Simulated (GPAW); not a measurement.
The system is SiC (Moissanite).

```
CELL_PARAMETERS angstrom
3.07600 0.00000 0.00000
-1.53800 2.66389 0.00000
0.00000 0.00000 5.04800
ATOMIC_POSITIONS crystal
Si 0.66667 0.33333 0.50000
Si 0.33333 0.66667 0.00000
C 0.66667 0.33333 0.88500
C 0.33333 0.66667 0.38500
```

| Item | Value |
| --- | --- |
| Program | GPAW 26.7.0 |
| Task | relaxation of cell and atoms |
| Functional | revTPSS |
| Dispersion | D3 |
| Potentials or basis | GPAW PAW data sets (gpaw-data 1.2.1) |
| Cutoff | 800 eV |
| Basis | pw |
| k mesh | 7 × 7 × 4 |
| Occupations | fermi-dirac, width 0.05 eV |
| Spin | no spin polarisation |

At the start: pressure -0.6 GPa; volume 10.34 Å³/atom.

Task: Where does the relaxation end?

Result: Over 7 steps the energy falls by 8.9 meV/atom and the volume is 10.30 Å³/atom (-0.4 %); space group P6_3mc (No. 186, to 0.05 Å).

The path:
| step | energy change (eV) | largest force (eV/Å) | pressure (GPa) | volume (Å³) |
| --- | --- | --- | --- | --- |
| 1 | 0.0000 | 0.7432 | -0.59 | 41.36 |
| 2 | -0.0254 | 0.4103 | -0.68 | 41.35 |
| 3 | -0.0353 | 0.0488 | -0.51 | 41.30 |
| 4 | -0.0355 | 0.0038 | -0.46 | 41.29 |
| 5 | -0.0355 | 0.0115 | -0.36 | 41.28 |
| 6 | -0.0356 | 0.0124 | 0.01 | 41.21 |
| 7 | -0.0356 | 0.0042 | 0.05 | 41.20 |

Final structure:
```
Si C
1.0
     3.07252    0.00000    0.00000
    -1.53626    2.66088    0.00000
     0.00000    0.00000    5.03963
Si C
2 2
Direct
  0.66667 0.33333 0.50451
  0.33333 0.66667 0.00451
  0.66667 0.33333 0.88050
  0.33333 0.66667 0.38050
```

Caveat: later steps reuse the first step's grids; the PAW data sets were made with another functional, which shifts forces and pressure a little.
